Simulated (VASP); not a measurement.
Write the native input for VASP 6.6.1 that does the following.

| Property | Result |
| --- | --- |
| Task | relaxation of cell and atoms |
| Functional | PBE |
| Dispersion | D3(BJ) |
| Potentials or basis | VASP PAW PBE potentials, release 64 (C_h) |
| Cutoff | 900 eV |
| k mesh | 15 × 15 × 4 |
| Occupations | gaussian, width 0.02 eV |
| Spin | no spin polarisation |
| Further INCAR settings | ALGO = Fast; EDIFF = 1e-07; IBRION = 2; EDIFFG = -0.002; NSW = 80; ISIF = 3 |

The structure of C lies in POSCAR:

```
C
1.0
    2.4672912600      0.0000000000      0.0000000000
   -1.2336456300      2.1367369100      0.0000000000
    0.0000000000      0.0000000000      7.8030730000
C
4
Direct
    0.0000000000      0.0000000000      0.2500000000
    0.0000000000      0.0000000000      0.7500000000
    0.3333333300      0.6666666700      0.2500000000
    0.6666666700      0.3333333300      0.7500000000
```

One way to write it, as run:

INCAR

```
SYSTEM = C
ALGO     = Fast           ! electronic algorithm
EDIFF    = 1E-7           ! SCF threshold, eV
EDIFFG   = -0.002         ! ionic threshold
ENCUT    = 900            ! plane-wave cutoff, eV
GGA      = PE             ! functional
IBRION   = 2              ! ionic algorithm
ISIF     = 3              ! what is computed and relaxed
ISMEAR   = 0              ! smearing method
IVDW     = 12             ! dispersion correction
LASPH    = .True.         ! aspherical terms in the spheres
LCHARG   = .False.        ! write CHGCAR
LREAL    = .False.        ! projectors in reciprocal space
LWAVE    = .False.        ! write WAVECAR
NELM     = 60             ! most SCF steps
NSW      = 80             ! ionic steps
PREC     = Accurate       ! precision mode
SIGMA    = 0.02           ! smearing width, eV
```

KPOINTS

```
k-points
0
Gamma
  15 15 4
  0 0 0
```

Potentials or basis: VASP PAW PBE potentials, release 64 (C_h).

The run is started by

```bash
$ cat potpaw_PBE.64/C_h/POTCAR > POTCAR
$ mpirun -np 1 vasp_std > vasp.out
```

Results of the run:

The relaxed volume is 8.83 Å³/atom. The relaxed cell is a = 2.464 Å, b = 2.464 Å, c = 6.713 Å, α = 90.00°, β = 90.00°, γ = 120.00° and the space group after relaxing (to 0.05 Å) is P6_3/mmc (No. 194). The energy gained by relaxing is 13.2 meV/atom and the ionic steps are 15. The pressure after relaxing is 0.0 GPa. The band gap on the k mesh is none (metal or under the smearing width) and the dispersion energy per atom is -0.156 eV.

Caveat: the cutoff is under 1.25 times the usual one of these potentials, so pressure, stress and relaxed cells hold a basis-set (Pulay) error.

It took 6.2 min on 1 thread of Intel(R) Xeon(R) Platinum 8488C (Sapphire Rapids) (shared host), peak memory 0.25 GiB.
